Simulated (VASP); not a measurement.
InSb, 2 atoms in the cell. It takes space group I-4m2 (No. 119, tetragonal). The conventional cell has a = 5.889 Å, b = 5.889 Å, c = 3.273 Å, α = 90.00°, β = 90.00°, γ = 90.00°. Around In (site symmetry -4m2) lie 4 Sb at 3.06 Å and 2 In at 3.27 Å. Sb (site symmetry -4m2) has 4 In at 3.06 Å and 2 Sb at 3.27 Å as nearest neighbours. Measurements of this composition are mostly on another form, of space group No. 216.

| Quantity | Value |
| --- | --- |
| Program | VASP 6.6.1 |
| Task | relaxation of cell and atoms |
| Functional | r2SCAN |
| Potentials or basis | VASP PAW PBE potentials, release 64 (In_d, Sb) |
| Cutoff | 600 eV |
| k mesh | 14 × 14 × 14 |
| Occupations | gaussian, width 0.1 eV |
| Spin | no spin polarisation |
| Further INCAR settings | ALGO = Normal; EDIFF = 1e-07; IBRION = 2; EDIFFG = -0.005; NSW = 90; ISIF = 3 |

Potentials or basis: VASP PAW PBE potentials, release 64 (In_d, Sb).

The run is started by

```sh
$ cat potpaw_PBE.64/In_d/POTCAR potpaw_PBE.64/Sb/POTCAR > POTCAR
$ mpirun -np 1 vasp_std > vasp.out
```

Hardware: 1 thread of Intel(R) Xeon(R) Platinum 8259CL CPU @ 2.50GHz (Skylake/Cascade Lake), with other jobs on the host.

How long does it take, and how much memory?

It took 52 min on 1 thread of Intel(R) Xeon(R) Platinum 8259CL CPU @ 2.50GHz (Skylake/Cascade Lake) (shared host), peak memory 0.44 GiB. Counts: scf iterations 71, k points 244, ion steps 6.
